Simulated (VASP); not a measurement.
# Ti: single point with r2SCAN

Ti:

```
Ti
1.0
    -1.48694    1.48694    1.48694
     1.48694   -1.48694    1.48694
     1.48694    1.48694   -1.48694
Ti
1
Direct
  0.00000 0.00000 0.00000
```

This isn't the form of Ti at room conditions, which is hcp.

```json
{
 "Program": "VASP 6.6.1",
 "Task": "single point",
 "Functional": "r2SCAN",
 "Potentials or basis": "VASP PAW PBE potentials, release 64 (Ti_sv)",
 "Cutoff": "520 eV",
 "k mesh": "9 × 9 × 9",
 "Occupations": "fermi-dirac, width 0.1 eV",
 "Spin": "no spin polarisation"
}
```

| Quantity | Value |
| --- | --- |
| Pressure | 45.9 GPa |
| Band gap on the k mesh | none (metal or under the smearing width) |

Levels at points of the mesh, in eV from the Fermi level:
```tsv
k point	band 2	band 3	band 4	band 5	band 6	band 7	band 8	band 9	band 10	band 11
(0.00, 0.00, 0.00)	-32.69	-32.69	-32.69	-6.69	1.38	1.38	1.38	3.86	3.86	20.18
```

Run time: 18 s on 1 thread of Intel(R) Xeon(R) Platinum 8488C (Sapphire Rapids), on a shared host, peak memory 0.13 GiB.

Caveat: a pressure of tens of GPa on the cell as given is suspect, and the run, the potentials or the cell itself is likely at fault; the PAW data sets were made with another functional, which shifts forces and pressure a little.
